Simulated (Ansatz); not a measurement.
Input of an Ansatz 0.2.0 run:

File input.yaml:

```yaml
crystal:
  lattice:
    - [2.9682645463, 0.0, 0.0]
    - [0.0002080834, 4.7076067549, 0.0]
    - [1.4835696211, 0.242353462, 7.0834647979]
  atoms:
    - { symbol: Ti, position: [0.00337187, 0.00038881, 0.00070319] }
    - { symbol: Ti, position: [0.34464021, 0.48025965, 0.31695987] }
    - { symbol: Ti, position: [0.66170814, 0.52047436, 0.68449636] }
    - { symbol: O, position: [0.44003816, 0.18543769, 0.1285388] }
    - { symbol: O, position: [0.77792634, 0.29772875, 0.45187807] }
    - { symbol: O, position: [0.10123624, 0.30895342, 0.80624322] }
    - { symbol: O, position: [0.90649721, 0.69183699, 0.19517157] }
    - { symbol: O, position: [0.22940715, 0.70300728, 0.54951473] }
    - { symbol: O, position: [0.56802567, 0.81530006, 0.87282718] }
hamiltonian:
  xc: blyp
  pseudopotentials: { kind: paw }
kpoints:
  mp_grid: { grid: [9, 6, 4] }
scf:
  occupations: { method: fermi_dirac, width: 0.05 }
output:
  forces: true
  stress: true
  eigenvalues: true
  write_density: true
  write_potential: true
  elf: true
  volumetric_format: npy
relax:
  f_tol: 0.01
  max_steps: 40
  cell: { stress_tol: 0.05 }
```

Potentials or basis: Ansatz PAW.

The run is started by

```sh
$ ansatz run input.yaml --threads 4 --pin off --max-ram 11264MiB --backend cpu --events-out ev --progress --plain --runs-dir out
```

**Question.** Estimate the band gap on the k mesh.

**Answer.** 2.33 eV, indirect (least direct gap 2.33 eV).

**Question.** Predict the space group after relaxing (to 0.05 Å).

**Answer.** C2 (No. 5).

The path:
| step | energy change (eV) | largest force (eV/Å) | volume (Å³) |
| --- | --- | --- | --- |
| 1 | 0.0000 | 0.3079 | 98.98 |
| 2 | -0.0845 | 0.2110 | 102.52 |
| 3 | -0.0881 | 0.0393 | 103.44 |
| 4 | -0.0880 | 0.0222 | 103.52 |
| 5 | -0.0881 | 0.0138 | 103.52 |
| 6 | -0.0882 | 0.0028 | 103.52 |
| 7 | -0.0882 | 0.0029 | 103.52 |
| 8 | -0.0882 | 0.0033 | 103.52 |
| 9 | -0.0882 | 0.0035 | 103.52 |
| 10 | -0.0882 | 0.0043 | 103.52 |
| 11 | -0.0882 | 0.0080 | 103.53 |
| 12 | -0.0881 | 0.0118 | 103.54 |
| 13 | -0.0896 | 0.0623 | 103.68 |
| 14 | -0.0910 | 0.0071 | 103.80 |
| 15 | -0.1247 | 0.0070 | 103.80 |
| 16 | -0.1222 | 0.0323 | 104.38 |
| 17 | -0.1227 | 0.0329 | 104.33 |
| 18 | -0.1230 | 0.0074 | 104.31 |
| 19 | -0.1258 | 0.0074 | 104.31 |

Caveat: odd divisions of the mesh miss points on the zone boundary, where band edges often lie, so the gap on the mesh can be too wide; the plane-wave basis is chosen anew once the cell has moved, so the energies of steps on either side of that aren't comparable; the PAW data sets come from PBE, with cores solved anew for the run's functional, which leaves a small shift of forces and pressure. A k mesh can miss the band edges.
